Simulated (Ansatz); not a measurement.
Crystal: SnO2.

```
Sn O
1.0
     3.23058    0.00000    0.00000
    -1.61529    2.79776    0.00000
     0.00000    0.00000   10.79056
Sn O
2 4
Direct
  0.00000 0.00000 0.00000
  0.00000 0.00000 0.50000
  0.33333 0.66667 0.90586
  0.33333 0.66667 0.59414
  0.66667 0.33333 0.09414
  0.66667 0.33333 0.40586
```

Measurements of this composition are mostly on another form, of space group No. 136.

Base run:

| Property | Result |
| --- | --- |
| Program | Ansatz 0.2.0 |
| Functional | LDA |
| Potentials or basis | Ansatz PAW |
| Cutoff | 420 eV (not typed: the program's choice for these potentials) |
| k mesh | 9 × 9 × 3 |
| Occupations | fermi-dirac, width 0.05 eV |
| Spin | no spin polarisation |

Its results: band gap on the k mesh 1.95 eV, indirect (least direct gap 2.37 eV); pressure -7.8 GPa; largest force 0.694 eV/Å.

**Question.** The run is repeated on the same cell with these changes: functional from LDA to r2SCAN; cutoff from 420 eV (not typed: the program's choice for these potentials) to 500 eV (not typed: the program's choice for these potentials). What comes out?

**Answer.** Band gap on the k mesh 2.60 eV, indirect (least direct gap 3.00 eV); pressure -6.1 GPa; largest force 0.631 eV/Å.

r2SCAN gives the wider gap, since meta-GGAs in the generalised Kohn-Sham scheme recover part of the derivative discontinuity.

Caveats: spin-orbit coupling is left out, which moves the levels of the heavy elements; the PAW data sets come from PBE, with cores solved anew for the run's functional, which leaves a small shift of forces and pressure.
